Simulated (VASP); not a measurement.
A run of VASP 6.6.1 is set up as follows.

INCAR

```
PREC = Accurate
ENCUT = 520
EDIFF = 1E-6
ISMEAR = -1
SIGMA = 0.1551
LREAL = Auto
LASPH = T
NELM = 100
ALGO = Fast
ISIF = 2
LWAVE = F
LCHARG = T
GGA = PE
LELF = T
LVHAR = T
NBANDS = 93
```

File KPOINTS:

```
Automatic mesh
0
Gamma
  2 2 2
  0.5 0.5 0.5
```

File POSCAR:

```
SnO2
1.0
    4.8819102722      0.0000000000     -3.3044611570
    0.0000000000      4.9620294086     -3.3044611570
    4.8819102722      4.9620294086      3.3044611570
Sn O
6 12
Direct
   -0.0113020642      0.0030222992      0.5093988879
    0.6804283360      0.6716314772      0.8438426123
    0.3299270517      0.3266324320      0.1671701633
   -0.0052308761      0.0067377088     -0.0029253574
    0.6686721829      0.6632215152      0.3268000255
    0.3415515801      0.3376545517      0.6641029130
    0.0765443775      0.1010716092      0.2005573972
    0.7165484339      0.7923345911      0.5375821540
    0.4486441543      0.4181031384      0.8715949817
    0.2894489904      0.6838956386      0.4899045388
    0.9750962477      0.3404212654      0.8011701145
    0.6436350495      0.0144700507      0.1696566291
    0.6972073197      0.3028149644      0.5100631280
    0.3538636237      0.9895081505      0.8350429060
    0.0018269693      0.6197589099      0.1584910121
    0.2458659393      0.2111496799      0.4625678104
    0.9516362679      0.8544415803      0.7867860968
    0.5696613552      0.6059927875      0.1143370827
```

Potentials or basis: VASP PAW PBE potentials, release 64 (Sn_d, O).

The run is started by

```sh
$ cat potpaw_PBE.64/Sn_d/POTCAR potpaw_PBE.64/O/POTCAR > POTCAR
$ mpirun -np 1 vasp_std > vasp.out
```

Task: Estimate the pressure.

Result: -7.0 GPa.

Task: What does it give for the band gap on the k mesh?

Result: 1.66 eV, direct.

Forces on the atoms (eV/Å):
```
Sn  -0.468 -1.647 -0.951
Sn  -2.133 -1.954 -0.762
Sn  -0.425 -0.300  0.165
Sn   0.190 -0.801 -0.065
Sn   0.499  1.458  1.524
Sn  -0.477 -0.116  0.751
O    1.277  1.015 -0.263
O    1.555  0.537 -0.376
O    0.650  1.148  0.006
O    0.261 -0.426 -0.510
O   -0.376  1.426  0.394
O   -0.936  0.705 -0.929
O   -0.526  0.219 -0.528
O    1.023 -0.753  0.177
O    1.269 -0.318 -1.574
O   -0.745 -0.355 -0.473
O   -0.194  0.922  0.809
O   -0.445 -0.760  2.606
```

Caveat: the k mesh is coarse (spacing up to 0.57 Å⁻¹), so the values aren't converged; spin-orbit coupling is left out, which moves the levels of the heavy elements; forces of over 1 eV/Å show positions far from the minimum, so gaps and moduli don't describe the material at rest. A k mesh can miss the band edges.
